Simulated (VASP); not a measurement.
# SnO (P4/nmm) in VASP: notebook

Aim: see how the results for SnO move with the level of theory and the settings. Levels: PBE, PBEsol, LDA, PBE+D3(BJ). Tasks: single point, relaxation of cell and atoms.

Everything below comes from runs of VASP 6.6.1. Logs are shortened: lines on timing, memory, paths and dates and some standing lists are left out, and cuts for length are marked.

### 1 The crystal as given

It takes space group P4/nmm (No. 129, tetragonal). The conventional cell has a = 3.814 Å, b = 3.814 Å, c = 4.887 Å, α = 90.00°, β = 90.00°, γ = 90.00°. Around Sn (site symmetry 4mm) lie 4 O at 2.23 Å. Around O (site symmetry -4m2) lie 4 Sn at 2.23 Å.

The cell is a database's computed one.

### 2 Single point, PBE

INCAR

```
SYSTEM = SnO
  ALGO = Normal
  EDIFF = 1E-6
  ENCUT = 520
  GGA = PE
  ISIF = 2
  ISMEAR = 0
  LASPH = .TRUE.
  LCHARG = .FALSE.
  LREAL = .FALSE.
  LWAVE = .FALSE.
  NBANDS = 28
  NELM = 60
  PREC = Accurate
  SIGMA = 0.03
```

KPOINTS

```
k-points
0
G
  7 7 6
  0 0 0
```

POSCAR

```
SnO
1.0
    3.8136952200      0.0000000000      0.0000000000
    0.0000000000      3.8136952200      0.0000000000
    0.0000000000      0.0000000000      4.8869133000
Sn O
2 2
Direct
    0.5000000000      0.0000000000      0.7646261400
    0.0000000000      0.5000000000      0.2353738600
    0.0000000000      0.0000000000      0.0000000000
    0.5000000000      0.5000000000      0.0000000000
```

Potentials or basis: VASP PAW PBE potentials, release 64 (Sn_d, O).

The run is started by

```bash
cat potpaw_PBE.64/Sn_d/POTCAR potpaw_PBE.64/O/POTCAR > POTCAR
mpirun -np 1 vasp_std > vasp.out
```

OUTCAR:

```text
SYSTEM = SnO
   EDIFF = 1E-6
   ENCUT = 520
   GGA = PE
   ISIF = 2
   ISMEAR = 0
   LASPH = .TRUE.
   LREAL = .FALSE.
   NELM = 60
   PREC = Accurate

 ion  position               nearest neighbor table
   1  0.500  0.000  0.765-   3 2.23   4 2.23   4 2.23   3 2.23   2 3.54   2 3.54   2 3.54   2 3.54
                             2 3.74   2 3.74   2 3.74   2 3.74
   2  0.000  0.500  0.235-   3 2.23   4 2.23   3 2.23   4 2.23   1 3.54   1 3.54   1 3.54   1 3.54
                             1 3.74   1 3.74   1 3.74   1 3.74
   3  0.000  0.000  0.000-   1 2.23   2 2.23   2 2.23   1 2.23
   4  0.500  0.500  0.000-   1 2.23   2 2.23   1 2.23   2 2.23

  LATTYP: Found a simple tetragonal cell.
 ALAT       =     3.8136952200
 C/A-ratio  =     1.2814116016

  Lattice vectors:

 A1 = (   3.8136952200,   0.0000000000,   0.0000000000)
 A2 = (   0.0000000000,   3.8136952200,   0.0000000000)
 A3 = (   0.0000000000,   0.0000000000,   4.8869133000)

Analysis of symmetry for initial positions (statically):
=====================================================================
 Subroutine PRICEL returns:
 Original cell was already a primitive cell.

 Routine SETGRP: Setting up the symmetry group for a
 simple tetragonal supercell.

 Subroutine GETGRP returns: Found 16 space group operations
 (whereof  8 operations were pure point group operations)
 out of a pool of 16 trial point group operations.

The static configuration has the point symmetry D_2d.
 The point group associated with its full space group is D_4h.

Analysis of symmetry for dynamics (positions and initial velocities):
=====================================================================
 Subroutine PRICEL returns:
 Original cell was already a primitive cell.

 Routine SETGRP: Setting up the symmetry group for a
 simple tetragonal supercell.

 Subroutine GETGRP returns: Found 16 space group operations
 (whereof  8 operations were pure point group operations)
 out of a pool of 16 trial point group operations.

The dynamic configuration has the point symmetry D_2d.
 The point group associated with its full space group is D_4h.

 Subroutine INISYM returns: Found 16 space group operations
 (whereof  8 operations are pure point group operations),
 and found     1 'primitive' translations

----------------------------------------------------------------------------------------

                                     Primitive cell

  volume of cell :      71.0766

  direct lattice vectors                    reciprocal lattice vectors
     3.813695220  0.000000000  0.000000000     0.262212878  0.000000000  0.000000000
     0.000000000  3.813695220  0.000000000     0.000000000  0.262212878  0.000000000
     0.000000000  0.000000000  4.886913300     0.000000000  0.000000000  0.204628144

  length of vectors
     3.813695220  3.813695220  4.886913300     0.262212878  0.262212878  0.204628144

  position of ions in fractional coordinates (direct lattice)
     0.500000000  0.000000000  0.764626140
     0.000000000  0.500000000  0.235373860
     0.000000000  0.000000000  0.000000000
     0.500000000  0.500000000  0.000000000

  ion indices of the primitive-cell ions
   primitive index   ion index
                 1           1
                 2           2
                 3           3
                 4           4

----------------------------------------------------------------------------------------

 KPOINTS: k-points

Automatic generation of k-mesh.
 Grid dimensions read from file:
 generate k-points for:    7    7    6

 Generating k-lattice:

  Cartesian coordinates                     Fractional coordinates (reciprocal lattice)
     0.037458983  0.000000000  0.000000000     0.142857143  0.000000000  0.000000000
     0.000000000  0.037458983  0.000000000     0.000000000  0.142857143  0.000000000
     0.000000000  0.000000000  0.034104691     0.000000000  0.000000000  0.166666667

  Length of vectors
     0.037458983  0.037458983  0.034104691

  Shift w.r.t. Gamma in fractional coordinates (k-lattice)
     0.000000000  0.000000000  0.000000000

 Subroutine IBZKPT returns following result:
 ===========================================

 Found     40 irreducible k-points:

 Following reciprocal coordinates:
            Coordinates               Weight
  0.000000  0.000000  0.000000      1.000000
  0.142857  0.000000  0.000000      4.000000
  0.285714  0.000000  0.000000      4.000000
  0.428571  0.000000  0.000000      4.000000
  0.142857  0.142857  0.000000      4.000000
  0.285714  0.142857  0.000000      8.000000
[... 16 lines left out ...]
  0.285714  0.000000  0.333333      8.000000
  0.428571  0.000000  0.333333      8.000000
 [... further k-points ...]
   k-points           NKPTS =     40   k-points in BZ     NKDIM =     40   number of bands    NBANDS=     28
   number of dos      NEDOS =    301   number of ions     NIONS =      4
   total plane-waves  NPLWV =  28224
   dimension x,y,z NGX =    28 NGY =   28 NGZ =   36
   dimension x,y,z NGXF=    56 NGYF=   56 NGZF=   72
   ions per type =               2   2
   NGX,Y,Z   is equivalent  to a cutoff of  12.21, 12.21, 12.25 a.u.
   NGXF,Y,Z  is equivalent  to a cutoff of  24.41, 24.41, 24.49 a.u.
 SYSTEM =  SnO
   PREC   = accura    normal or accurate (medium, high low for compatibility)
   ISTART =      0    job   : 0-new  1-cont  2-samecut
   ICHARG =      2    charge: 1-file 2-atom 10-const
   ISPIN  =      1    spin polarized calculation?
   LNONCOLLINEAR =      F non collinear calculations
   LSORBIT =      F    spin-orbit coupling
   LASPH  =      T    aspherical Exc in radial PAW
   ENCUT  =  520.0 eV  38.22 Ry    6.18 a.u.   7.09  7.09  9.09*2*pi/ulx,y,z
   NELM   =     60;   NELMIN=  2; NELMDL= -5     # of ELM steps
   EDIFF  = 0.1E-05   stopping-criterion for ELM
   LREAL  =      F    real-space projection
   EDIFFG = 0.1E-04   stopping-criterion for IOM
   NSW    =      0    number of steps for IOM
   IBRION =     -1    ionic relax: 0-MD 1-quasi-New 2-CG
   NFREE  =      0    steps in history (QN), initial steepest desc. (CG)
   ISIF   =      2    stress and relaxation
   ISYM   =      2    0-nonsym 1-usesym 2-fastsym
   POTIM  = 0.5000    time-step for ionic-motion
   TEBEG  =    0.0;   TEEND  =   0.0 temperature during run
   PSTRESS=    0.0 pullay stress
   NELECT =      40.0000    total number of electrons
   NUPDOWN=      -1.0000    fix difference up-down
   EMIN   =  10.00;   EMAX   =-10.00  energy-range for DOS
   EFERMI =   0.00;   METHOD = LEGACY
   ISMEAR =     0;   SIGMA  =   0.03  broadening in eV -4-tet -1-fermi 0-gaus
   EFERMI_NEDOS =   21; number of points for ismear=-14 and -15
   IALGO  =     38    algorithm
   IMIX   =      4    mixing-type and parameters
     AMIX     =   0.40;   BMIX     =  1.00
     AMIX_MAG =   1.60;   BMIX_MAG =  1.00
  volume/ion in A,a.u.               =      17.77       119.91
  Fermi-wavevector in a.u.,A,eV,Ry     =   1.351614  2.554180 24.855939  1.826860
  Thomas-Fermi vector in A             =   2.479021
   LORBIT       =      0    0 simple, 1 ext, 2 COOP (PROOUT), +10 PAW based schemes
   GGA     = PE    functional components
   LHFCALC =     F    Hartree Fock is set to
   AEXX    =    0.0000 exact exchange contribution
   IVDW    =     0    specifies the selected vdW correction
   LEPSILON=     F    determine dielectric tensor
   LRPA    =     F    only Hartree local field effects (RPA)
 non-spin polarized calculation
 Gauss-broadening in eV      SIGMA  =   0.03
  energy-cutoff  :      520.00
  volume of cell :       71.08
 maximum number of plane-waves:      1930
   NGX = 15   NGY = 15   NGZ = 19

 number of electron      39.9999978 magnetization

 Free energy of the ion-electron system (eV)
  ---------------------------------------------------
  ext. energy  EPLUGINS =         0.00000000
  ---------------------------------------------------
  free energy    TOTEN  =       -22.68522962 eV

  energy without entropy =      -22.68522962  energy(sigma->0) =      -22.68522962

 E-fermi :   7.1310     XC(G=0): -10.1723

 val. band max:        7.0075697358   @ k =   0.0000   0.0000   0.0000
 cond. band min:       7.3920719927   @ k =   0.4286   0.4286   0.0000
 fundamental gap:      0.3845022569
 Fermi energy:         7.1309514282

 k-point     1 :       0.0000    0.0000    0.0000
  band No.  band energies     occupation
      1     -14.9955      2.00000
      2     -14.5602      2.00000
      3     -14.5600      2.00000
      4     -14.5600      2.00000
      5     -14.5179      2.00000
      6     -14.5078      2.00000
[... 20 lines left out ...]
     27      13.7936      0.00000
     28      14.2240      0.00000

 k-point     2 :       0.1429    0.0000    0.0000
  band No.  band energies     occupation
      1     -14.9846      2.00000
      2     -14.5660      2.00000
      3     -14.5561      2.00000
      4     -14.5556      2.00000
      5     -14.5214      2.00000
      6     -14.5199      2.00000
[... 20 lines left out ...]
     27      14.0367      0.00000
     28      15.6885      0.00000

 k-point     3 :       0.2857    0.0000    0.0000
  band No.  band energies     occupation
      1     -14.9539      2.00000
      2     -14.6902      2.00000
      3     -14.5448      2.00000
      4     -14.5445      2.00000
      5     -14.5243      2.00000
      6     -14.5238      2.00000
[... 20 lines left out ...]
     27      14.4082      0.00000
     28      17.8920      0.00000

 k-point     4 :       0.4286    0.0000    0.0000
  band No.  band energies     occupation
      1     -14.9015      2.00000
      2     -14.8156      2.00000
      3     -14.5341      2.00000
      4     -14.5294      2.00000
      5     -14.5285      2.00000
      6     -14.5198      2.00000
[... 578 lines left out ...]
     27      14.7488      0.00000
     28      15.8733      0.00000

 k-point    23 :       0.2857    0.0000    0.3333
  band No.  band energies     occupation
      1     -14.9519      2.00000
      2     -14.7102      2.00000
      3     -14.5535      2.00000
      4     -14.5304      2.00000
      5     -14.5294      2.00000
      6     -14.5278      2.00000
[... 20 lines left out ...]
     27      15.2347      0.00000
     28      17.3540      0.00000

 k-point    24 :       0.4286    0.0000    0.3333
  band No.  band energies     occupation
      1     -14.9080      2.00000
      2     -14.8301      2.00000
      3     -14.5554      2.00000
      4     -14.5473      2.00000
      5     -14.5218      2.00000
      6     -14.5184      2.00000
[... 20 lines left out ...]
     27      15.8071      0.00000
     28      16.6623      0.00000

 [... further k-points ...]
[... 5 lines left out ...]
  --------------------------------------------------------------------------------------
  -------------------------------------------------------------------------------------
  Total        1.8369358      1.8369358      1.4280033      0.0000000      0.0000000      0.0000000
  in kB       41.4074009     41.4074009     32.1894240      0.0000000      0.0000000      0.0000000
  external PRESSURE =      38.3347419 kB  Pullay stress =       0.0000000 kB

 VOLUME and BASIS-vectors are now :
 -----------------------------------------------------------------------------
  energy-cutoff  :      520.00
  volume of cell :       71.08
      direct lattice vectors                 reciprocal lattice vectors
     3.813695220  0.000000000  0.000000000     0.262212878  0.000000000  0.000000000
     0.000000000  3.813695220  0.000000000     0.000000000  0.262212878  0.000000000
     0.000000000  0.000000000  4.886913300     0.000000000  0.000000000  0.204628144

 POSITION                                       TOTAL-FORCE (eV/Angst)
 -----------------------------------------------------------------------------------
      1.90685      0.00000      3.73666        -0.000000      0.000000     -0.455034
      0.00000      1.90685      1.15025         0.000000      0.000000      0.455034
      0.00000      0.00000      0.00000         0.000000      0.000000      0.000000
      1.90685      1.90685      0.00000         0.000000     -0.000000      0.000000
 -----------------------------------------------------------------------------------
    total drift:                                0.000000      0.000000      0.000000

  FREE ENERGIE OF THE ION-ELECTRON SYSTEM (eV)
  ---------------------------------------------------
  free  energy   TOTEN  =       -22.6852296183 eV

  energy  without entropy=      -22.6852296183  energy(sigma->0) =      -22.68522962
```

It took 29 s on 1 thread of Intel Xeon 6975P-C (Granite Rapids), shared host; peak memory 0.2 GiB.

What came out:

| Property | Result |
| --- | --- |
| Free energy | -22.6852 eV |
| Pressure | 3.8 GPa |
| Largest force | 0.455 eV/Å |
| Band gap on the k mesh | 0.38 eV, indirect (least direct gap 2.05 eV) |

Forces on the atoms (eV/Å):
```
Sn   0.000  0.000 -0.455
Sn   0.000  0.000  0.455
O    0.000  0.000  0.000
O    0.000  0.000  0.000
```

Caveat: spin-orbit coupling is left out, which moves the levels of the heavy elements; an odd mesh through Γ misses points on the zone boundary, where band edges often lie.

### 3 Relaxation of cell and atoms, PBEsol

INCAR

```
SYSTEM = SnO
ALGO = Normal
EDIFF = 1E-6
EDIFFG = -0.005
ENCUT = 600
GGA = PS
IBRION = 2
ISIF = 3
ISMEAR = 0
KPAR = 2
LASPH = .True.
LCHARG = .False.
LREAL = .False.
LWAVE = .False.
NELM = 80
NSW = 40
PREC = Accurate
SIGMA = 0.02
```

KPOINTS

```
k-points
0
Gamma
  6 6 6
  0 0 0
```

POSCAR is that of step 2.

Potentials or basis: VASP PAW PBE potentials, release 64 (Sn_d, O).

The run is started by

```bash
cat potpaw_PBE.64/Sn_d/POTCAR potpaw_PBE.64/O/POTCAR > POTCAR
mpirun -np 2 vasp_std > vasp.out
```

Run time: 4.2 min. Hardware: 2 MPI ranks of Intel Xeon Platinum 8259CL at 2.50GHz (Skylake/Cascade Lake), shared host; peak memory 0.23 GiB.

It converged, with:

```yaml
Free_energy: -24.2231 eV
Relaxed_volume: 17.05 Å³/atom
Relaxed_cell: a = 3.801 Å, b = 3.801 Å, c = 4.721 Å, α = 90.00°, β = 90.00°, γ = 90.00°
Space_group_after_relaxing_to_0.05_Å: P4/nmm (No. 129)
Energy_gained_by_relaxing: 2.9 meV/atom
Ionic_steps: 10
Pressure_after_relaxing: 0.0 GPa
Largest_force_after_relaxing: 0.004 eV/Å
Band_gap_on_the_k_mesh: none (metal or under the smearing width)
```

Forces on the atoms (eV/Å):
```
Sn   0.000  0.000  0.004
Sn   0.000  0.000 -0.004
O    0.000  0.000  0.000
O    0.000  0.000  0.000
```

Step by step:
| step | energy change (eV) | largest force (eV/Å) | pressure (GPa) | volume (Å³) |
| --- | --- | --- | --- | --- |
| 1 | 0.0000 | 0.1524 | -0.35 | 71.08 |
| 2 | -0.0026 | 0.0943 | -0.31 | 70.68 |
| 3 | -0.0061 | 0.0138 | -0.23 | 69.70 |
| 4 | -0.0064 | 0.0550 | -0.23 | 69.36 |
| 5 | -0.0084 | 0.0038 | 0.20 | 68.85 |
| 6 | -0.0092 | 0.0604 | 0.60 | 68.35 |
| 7 | -0.0109 | 0.0168 | 0.23 | 68.33 |
| 8 | -0.0114 | 0.0344 | -0.17 | 68.29 |
| 9 | -0.0115 | 0.0289 | -0.12 | 68.30 |
| 10 | -0.0115 | 0.0036 | -0.01 | 68.22 |

Final structure:
```
Sn O
1.0
     3.80113    0.00000    0.00000
     0.00000    3.80113    0.00000
     0.00000    0.00000    4.72127
Sn O
2 2
Direct
  0.50000 0.00000 0.75462
  0.00000 0.50000 0.24538
  0.00000 0.00000 0.00000
  0.50000 0.50000 0.00000
```

Levels at points of the mesh, in eV from the Fermi level:
| k point | band 17 | band 18 | band 19 | band 20 | band 21 | band 22 | band 23 | band 24 |
| --- | --- | --- | --- | --- | --- | --- | --- | --- |
| (0.00, 0.00, 0.00) | -3.43 | -3.10 | -3.10 | 0.07 | 2.24 | 4.56 | 4.56 | 4.70 |
| (0.50, 0.00, 0.00) | -4.81 | -4.81 | -2.75 | -2.75 | 3.35 | 3.35 | 5.88 | 5.88 |
| (0.50, 0.50, 0.00) | -2.43 | -2.43 | -1.84 | -1.84 | -0.10 | -0.10 | 4.47 | 4.47 |
| (0.00, 0.00, 0.50) | -3.12 | -3.12 | -2.87 | -2.16 | 1.69 | 2.77 | 2.77 | 3.61 |
| (0.50, 0.00, 0.50) | -4.76 | -4.76 | -1.69 | -1.69 | 2.74 | 2.74 | 5.32 | 5.32 |
| (0.50, 0.50, 0.50) | -2.78 | -2.78 | -2.43 | -2.43 | 2.30 | 2.30 | 4.29 | 4.29 |

Caveat: the PAW data sets were made with another functional, which shifts forces and pressure a little.

### 4 Single point, PBE

INCAR

```
SYSTEM = SnO
PREC = Accurate
ENCUT = 520
EDIFF = 1E-7
ISMEAR = 0
SIGMA = 0.024
LREAL = .False.
LASPH = .True.
NELM = 60
ALGO = Normal
ISIF = 2
LWAVE = .False.
LCHARG = .False.
GGA = PE
NBANDS = 28
```

KPOINTS

```
regular mesh
0
Gamma
  7 7 6
  0 0 0
```

POSCAR is that of step 3.

The run is started by

```bash
cat potpaw_PBE.64/Sn_d/POTCAR potpaw_PBE.64/O/POTCAR > POTCAR
mpirun -np 1 vasp_std > vasp.out
```

It took 2.1 min on 1 thread of Intel Xeon Platinum 8259CL at 2.50GHz (Skylake/Cascade Lake), shared host; peak memory 0.21 GiB.

Results (log left out):

```
Free energy            : -22.6852 eV
Pressure               : 3.8 GPa
Largest force          : 0.455 eV/Å
Band gap on the k mesh : 0.38 eV, indirect (least direct gap 2.05 eV)
```

Forces on the atoms (eV/Å):
```
Sn   0.000  0.000 -0.455
Sn   0.000  0.000  0.455
O    0.000  0.000  0.000
O    0.000  0.000  0.000
```

Stress tensor (GPa, compression positive):
```
4.14 0.00 0.00
0.00 4.14 0.00
0.00 0.00 3.23
```

Levels at points of the mesh, in eV from the valence-band top:
```
           k point  band 16  band 17  band 18  band 19  band 20  band 21  band 22  band 23  band 24  band 25
(0.00, 0.00, 0.00)    -6.25    -3.47    -3.18    -3.18     0.00     2.05     4.27     4.74     4.74     5.67
(0.00, 0.00, 0.50)    -3.53    -3.20    -3.19    -3.19    -2.21     1.68     3.03     3.03     3.70     7.84
```

Caveat: spin-orbit coupling is left out, which moves the levels of the heavy elements; an odd mesh through Γ misses points on the zone boundary, where band edges often lie.

[end of part 1 of 2]
